Suppose a cell of NiSb has been relaxed with one program and a colleague checks its pressure with another. Should a difference of half a gigapascal send the cell back for a new relaxation? The five runs below put this to the test, since they treat one and the same cell with the same functional and differ only in how the electrons are handled numerically. The cell was given beforehand, and none of the five programs relaxed it.

PBE DFT calculations without dispersion correction or spin–orbit coupling for one fixed 4-atom cell of NiSb (P6_3/mmc), with collinear spins started ferromagnetic, an 8×8×5 k mesh and Fermi–Dirac smearing of 0.05 eV. The basis is given by its plane-wave cutoff or, for LAPW, its target error. Pressure is positive in compression and omits Ansatz's Pulay correction.

```
         program                              potentials                      basis  pressure (GPa)  cell moment (μB)  pressure less the median of the rows (GPa)
            VASP    VASP PAW PBE potentials, recommended                     520 eV           3.590             0.000                                      -0.150
          Ansatz                              Ansatz PAW                     420 eV           3.690             0.000                                      -0.050
     Ansatz LAPW  all electron LAPW, scalar relativistic  0.001 eV/atom basis error           3.740             0.000                                       0.000
Quantum ESPRESSO                 SSSP 1.3 efficiency PBE                     748 eV           4.050             0.000                                       0.310
          ABACUS     PseudoDojo NC SR 0.4.1 PBE standard                    1333 eV           4.090             0.000                                       0.350
```

The pressures span 0.5 GPa. With a bulk modulus of the order of 100 GPa, a rough recalled value, this amounts to about 0.5 % in volume, or less than 0.2 % in length. That is harmless for most estimates of density, but it matters when small strains or small pressure differences are the result sought. All five runs ended in the same nonmagnetic metallic state, so the spread has to come from the numerical treatment.

**The first row: a larger frozen core**

VASP gives the lowest pressure, and it also treats the fewest electrons: 30 in the cell, against 66 in Ansatz, Quantum ESPRESSO and ABACUS. The remaining electrons are frozen in the shape they have in the free atom and cannot respond to the neighbours. It is natural to suspect that this choice sets the pressure. If it did, the three runs with 66 electrons should agree closely. They differ among themselves by 0.40 GPa, whereas VASP lies only 0.10 GPa below the nearest of them.

The number of electrons therefore doesn't explain the order of the rows. It may still explain something finer. Compared with the all-electron LAPW run, VASP's stress is 0.21 GPa lower within the hexagonal plane but only 0.02 GPa lower along the axis. None of the other runs departs from LAPW in such a lopsided way. The larger frozen core is a plausible reason, but with a single run of this kind it remains a guess.

**The middle rows: an unfinished basis**

The next explanation is more tempting. Ansatz and VASP use the lowest plane-wave cutoffs and give low pressures, while Quantum ESPRESSO and ABACUS use higher cutoffs and give high ones. There is also a sound mechanism behind it. A program computes the stress with a fixed set of plane waves, and when the cell expands, these waves are stretched with it. They then resolve the electrons less finely, the energy rises artificially, and the crystal seems less eager to expand than it is. An unfinished basis thus makes the pressure too low.

The size of the error follows from the same picture. The number of plane waves grows as $V E_\mathrm{cut}^{3/2}$, where $V$ is the volume per atom and $E_\mathrm{cut}$ the cutoff. Holding that number fixed makes the cutoff fall as $V^{-2/3}$ during expansion. With $E$ the energy per atom, the error of the pressure is

$$\delta p = \frac{2}{3V}\,\frac{\partial E}{\partial \ln E_\mathrm{cut}} .$$

It is negative, because a higher cutoff lowers the energy. The formula has no adjustable constant, so no row was used to set it.

Ansatz offers a direct test, because the same run also computes its own basis correction. The tabulated pressure leaves this correction out; adding it would raise the value by 0.065 GPa. The gap to the mean of Quantum ESPRESSO and ABACUS is 0.38 GPa, so the correction closes only about a sixth of it. It is, however, large enough to lift Ansatz from just below LAPW to just above it, which means that the order of these two rows has no significance. No such correction is at hand for VASP, so an unfinished basis may still contribute to its low value. It is unlikely to be the main cause, since the correction in Ansatz is nearly the same in all directions, whereas VASP's shortfall from LAPW lies almost wholly within the plane.

The LAPW run can be examined through its energy. It lies 0.33 GPa below the mean of the two high rows. Suppose an unfinished basis were to blame, and ask how much energy a 10 % higher cutoff would then gain:

$$\Delta E = \tfrac{3}{2}\,V\,|\delta p|\,\ln 1.1 .$$

With $V = 17.10$ Å³, the product $V|\delta p|$ is 5.6 GPa Å³, or 0.035 eV, since 1 GPa Å³ is 0.0062 eV. Multiplying by 3/2 and by $\ln 1.1 \approx 0.095$ gives 0.005 eV, that is, 5 meV per atom.

The basis of this run was chosen to leave an error of about 1 meV per atom in total. A basis with so little left to gain can hardly gain five times as much from a modest extension. The argument is approximate, because it borrows a plane-wave formula for a mixed basis and relies on a target for the energy instead of a measured error. It nevertheless points the same way as the direct test in Ansatz.

The apparent trend with cutoff misleads because a cutoff alone doesn't tell how complete a basis is. A potential that varies sharply near the nucleus needs short waves, and a smooth one does not. A run at 420 eV can therefore be nearly finished while another potential would be far from finished at the same value. What counts is how much energy the next waves would still bring.

**The last two rows: the potentials**

Quantum ESPRESSO and ABACUS lie 0.31 and 0.35 GPa above the median of the rows, which is the LAPW value. Completing their bases would normally raise their pressures and take them further from LAPW. Of the causes considered here, that leaves the potentials themselves. A pseudopotential replaces the nucleus and its core by a smoother object that is constructed on an atom, and it carries a small error into the crystal. If that error changes as the atoms move apart, it acts as an additional pressure. One point speaks for caution: the two rows agree to 0.04 GPa although one uses ultrasoft and the other norm-conserving potentials, so both sets would have to err by almost the same amount.

A very small change is enough. When the volume grows by 1 %, or 0.171 Å³ per atom, an excess pressure of 0.33 GPa corresponds to an energy of only 0.35 meV per atom. Two potentials can thus agree well on energies and still disagree visibly on pressure. The table leaves this cause plausible but does not isolate it, because program, potential and basis change together from row to row. Exchanging only the potentials within one program would put it to the test.

The LAPW run is the natural yardstick here, since it uses no pseudopotential. Its close agreement with Ansatz is weaker support than it looks, because both runs come from the same family of programs and may share other choices.

For the colleague's check, a difference of half a gigapascal between two programs is thus no reason by itself to relax a cell of NiSb again, unless small strains are the result sought. The pressure that the runs have in common is another matter. Each of them finds at least 3.59 GPa of compression, and each finds more stress within the plane than along the axis. At this level of theory the cell would expand, whichever of the five programs is used. Whether its proportions would change as well depends also on how stiff the crystal is in each direction. The printed analysis below lists the basis estimates and the stresses by direction.

Output of the analysis:

```
Spread of the pressure over all rows, GPa: 0.5
Spread as a percentage of the median pressure: 13.37
Rank correlation of cutoff and pressure, four plane-wave rows: 0.8
Ansatz's own basis correction of the pressure, GPa: 0.06493
Mean of Quantum ESPRESSO and ABACUS less Ansatz, GPa: 0.38
Share of that gap closed by the Ansatz correction, percent: 17.09
Energy gain for 10 % more cutoff implied by the Ansatz correction, meV/atom: 0.9907
Energy gain for 10 % more cutoff needed to close the Ansatz gap, meV/atom: 5.798
Mean of Quantum ESPRESSO and ABACUS less LAPW, GPa: 0.33
Energy gain needed if LAPW were low by that much (plane-wave formula, rough), meV/atom: 5.035
Spread among the three rows with 66 electrons, GPa: 0.4
Lowest 66-electron row less VASP, GPa: 0.1
Stress by direction without the Ansatz correction, GPa:
               row  electrons treated  in-plane less LAPW  axial less LAPW  in-plane less axial
              VASP                 30             -0.2129         -0.01522               0.4973
            Ansatz                 66            -0.04814         -0.03817               0.6849
       Ansatz LAPW                 82                   0                0               0.6949
  Quantum ESPRESSO                 66              0.3186           0.3196               0.6939
            ABACUS                 66              0.3699           0.3378                0.727
Rough change of volume that the spread stands for, percent: 0.5
Rough change of length that the spread stands for, percent: 0.1667
```
